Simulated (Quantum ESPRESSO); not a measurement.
**Ag: phonons at K under several settings**

```
CELL_PARAMETERS angstrom
0.00000 2.04275 2.04275
2.04275 0.00000 2.04275
2.04275 2.04275 0.00000
ATOMIC_POSITIONS crystal
Ag 0.00000 0.00000 0.00000
```

All runs used Quantum ESPRESSO 7.5; k mesh 11 × 11 × 11; no spin polarisation.

```csv
level,potentials,geometry,cutoff (eV),occupations,volume (Å³/atom),pressure (GPa),frequencies (cm⁻¹)
RPBE,PseudoDojo 0.4.1 SR PBE standard,"given cell, atoms relaxed",1116,"cold, width 0.2 eV",17.05,8.4,129 186 187
AM05,PseudoDojo 0.4.1 SR PBE standard,relaxed cell,1116,"gaussian, width 0.136 eV",16.61,-0.1,121 175 175
LDA,PseudoDojo 0.4.1 SR LDA standard,relaxed cell,1170,"gaussian, width 0.2 eV",?,0.0,?
```

**Question.** What stands in the row left open?

**Answer.** Volume 15.99 Å³/atom; frequencies 118 173 179 cm⁻¹.

Caveats: the q point doesn't lie on the k mesh, which can shift a metal's frequencies strongly unless the mesh is converged; the potentials were made for another functional, which shifts forces and pressure (some runs); the cell is more than 3 GPa from zero pressure, which shifts response properties (some runs).

For the row left open. Caveat: the q point doesn't lie on the k mesh, which can shift a metal's frequencies strongly unless the mesh is converged.
